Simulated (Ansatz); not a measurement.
Consider the following.

Starting cell, CsI (CsCl type):

```xyz
4
Lattice="9.3338 0.0000 0.0000 0.0000 4.6669 0.0000 0.0000 0.0000 4.6669" Properties=species:S:1:pos:R:3 pbc="T T T"
Cs     0.0000     0.0000     0.0000
Cs     4.6669     0.0000     0.0000
I      2.3335     2.3335     2.3335
I      7.0004     2.3335     2.3335
```

Scan: atom 3 (I, nearest neighbour Cs at 4.042 Å; its periodic images, 4.7 Å or more away, move with it) is displaced towards the nearest neighbour, direction (-0.577, -0.577, -0.577) in Cartesian axes, by s. The other atoms stay.

Method: PBE (plane waves to 420 eV, PAW, scalar-relativistic; Ansatz, a program for electronic structure). k mesh 3×6×6 (Γ-centred), Fermi-Dirac smearing 0.05 eV. Energies are smeared free energies. CsI was relaxed with its symmetry unable to fall. Spin-orbit coupling is left out, though I is heavy. The zero of ΔE is the undisplaced structure.

The scan covers s from -0.810 to 0.810 Å in 11 points.

**Question.** Is the energy the same for equal positive and negative displacements?

**Answer.** Even: the same for both signs. With its periodic images moving along, the atom's site symmetry in this cell is 4/mmm.

**Question.** What is the energy change at s = 0.810 Å?

**Answer.** 392 meV/cell.

**Question.** What force acts on the atom along the line at s = -0.810 Å?

**Answer.** 1.40 eV/Å.

**Question.** What is the force constant k = d²E/ds² of this move at s = 0?

**Answer.** 0.74 eV/Å².

(A displaced cell: forces are minus the slopes of the energy, force constants its curvatures, and phonons follow from these.)
